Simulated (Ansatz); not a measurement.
Here is an Ansatz 0.2.0 calculation.

Contents of input.yaml:

```yaml
crystal:
  lattice:
    - [3.9855, 0.0, 0.0]
    - [0.0, 2.8369, 2.84515]
    - [0.0, -2.8369, 2.84515]
  atoms:
    - { symbol: Ba, position: [0.0, 0.0, 0.0] }
    - { symbol: Ti, position: [0.5, 0.5124, 0.5124] }
    - { symbol: O, position: [0.5, 0.99184, 0.50524] }
    - { symbol: O, position: [0.5, 0.50524, 0.99184] }
    - { symbol: O, position: [0.0, 0.4874, 0.4874] }
hamiltonian:
  xc: r2scan
  pseudopotentials: { kind: paw }
kpoints:
  mp_grid: { grid: [7, 7, 7] }
scf:
  occupations: { method: fermi_dirac, width: 0.05 }
output:
  forces: true
  stress: true
  eigenvalues: true
  write_density: true
  write_potential: true
  elf: true
  volumetric_format: npy
relax:
  f_tol: 0.01
  max_steps: 40
  cell: { stress_tol: 0.05 }
```

Potentials or basis: Ansatz PAW.

Command:

```console
$ ansatz run input.yaml --threads 2 --pin off --max-ram 5632MiB --backend cpu --events-out ev --progress --plain --runs-dir out
```

Problem. Estimate the space group after relaxing (to 0.05 Å).

Solution. Amm2 (No. 38).

Problem. What does it give for the band gap on the k mesh?

Solution. 2.74 eV, indirect (least direct gap 3.10 eV).

Forces in eV/Å, atoms in the order of the input:
```
Ba   0.000  0.000 -0.002
Ti   0.000  0.000  0.003
O    0.000  0.001  0.001
O    0.000 -0.001  0.001
O    0.000  0.000 -0.003
```

Caveat: odd divisions of the mesh miss points on the zone boundary, where band edges often lie, so the gap on the mesh can be too wide; the plane-wave basis is chosen anew once the cell has moved, so the energies of steps on either side of that aren't comparable; spin-orbit coupling is left out, which moves the levels of the heavy elements; the PAW data sets come from PBE, with cores solved anew for the run's functional, which leaves a small shift of forces and pressure. A k mesh can miss the band edges.
